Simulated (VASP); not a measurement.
Pt, 1 atom in the cell. Symmetry: Fm-3m, No. 225, cubic system. Conventional cell: a = 3.922 Å, b = 3.922 Å, c = 3.922 Å, α = 90.00°, β = 90.00°, γ = 90.00°. Pt (site symmetry m-3m) has 12 Pt at 2.77 Å as nearest neighbours. 

```yaml
Program: VASP 6.6.1
Task: optical spectrum
Functional: LDA
Potentials_or_basis: VASP PAW LDA potentials, release 64 (Pt)
Cutoff: 600 eV
k_mesh: 9 × 9 × 9
Occupations: gaussian, width 0.1 eV
Spin: collinear spin, ferromagnetic start, spin-orbit coupling
Starting_moments: "[[0.289, 0.289, 0.289]] μB"
Hubbard_terms: Pt d U = 1 eV
Further_INCAR_settings: ALGO = Normal; EDIFF = 1e-06; NBANDS = 58
```

Potentials or basis: VASP PAW LDA potentials, release 64 (Pt).

Run with:

```bash
$ cat potpaw_LDA.64/Pt/POTCAR > POTCAR
$ mpirun -np 1 vasp_ncl > vasp.out
```

Hardware: 1 thread of Intel(R) Xeon(R) Platinum 8559C (Emerald Rapids), on a shared host.

Problem. Estimate the wall time of this run.

Solution. It took 2.1 min on 1 thread of Intel(R) Xeon(R) Platinum 8559C (Emerald Rapids), on a shared host, peak memory 0.41 GiB. Counts: scf iterations 13, k points 125.
